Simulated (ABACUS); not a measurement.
Pd under changes of volume

One of the cells (14.750 Å³/atom); the others are scaled copies at fixed shape and fractional positions:

```
CELL_PARAMETERS angstrom
0.00000 1.94650 1.94650
1.94650 0.00000 1.94650
1.94650 1.94650 0.00000
ATOMIC_POSITIONS crystal
Pd 0.00000 0.00000 0.00000
```

- Program: ABACUS 3.10.1
- Functional: OLYP
- Potentials or basis: PseudoDojo NC SR 0.5 PBE standard
- Cutoff: 1116 eV
- Density cutoff: 4463 eV
- Basis: plane waves
- k mesh: 10 × 10 × 10
- Occupations: fermi-dirac, width 0.05 eV
- Spin: no spin polarisation

| volume (Å³/atom) | energy over the lowest point (meV/atom) | pressure (GPa) |
| --- | --- | --- |
| 13.865 | 75.94 | 19.6 |
| 14.160 | 44.90 | 14.4 |
| 14.455 | 22.80 | 9.9 |
| 14.750 | 8.58 | 5.9 |
| 15.045 | 1.26 | 2.4 |
| 15.340 | 0.00 | -0.7 |
| 15.635 | ? | ? |

**Question.** What does the run at 15.635 Å³/atom give?

**Answer.** Energy over the lowest point 3.98 meV/atom; pressure -3.4 GPa.

Worked out: A Birch-Murnaghan fit of order 3 (a polynomial in V^(-2/3)) to the other rows has its minimum at 15.26 Å³/atom with B0 = V·E''(V) = 155 GPa and B' = 5.8. It gives 4.06 meV/atom at 15.635 Å³/atom, against the run's 3.98, and -dE/dV = -3.5 GPa, against -3.4.

Energies are extrapolated to zero smearing.

Caveats: this set's palladium file may shift the pressure by some GPa; the potentials were made for another functional, which shifts forces and pressure.
